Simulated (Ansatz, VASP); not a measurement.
**One calculation of Al, two programs**

```
CELL_PARAMETERS angstrom
4.53192 0.00000 0.00000
-2.26596 3.92476 0.00000
0.00000 0.00000 2.79905
ATOMIC_POSITIONS crystal
Al 0.00000 0.00000 0.00000
Al 0.33333 0.66667 0.50000
Al 0.66667 0.33333 0.50000
```

Alike in both runs: functional PBE; k mesh 8 × 8 × 11; occupations fermi-dirac, width 0.05 eV; no spin polarisation.

Ansatz relaxed the structure, and its values are those at the end. VASP's run is a single point on that final structure, the one shown.

|  | VASP | Ansatz |
| --- | --- | --- |
| version | VASP 6.6.1 | Ansatz 0.2.0 |
| potentials or method | VASP PAW PBE potentials, release 64 (Al), cutoff 520 eV | all-electron LAPW, scalar-relativistic |

```csv
,VASP,Ansatz,Ansatz less VASP
pressure (GPa),2.6,2.6,+0.01
```

Ansatz ran all-electron here, so the differences hold the error of VASP's frozen core and of both bases.
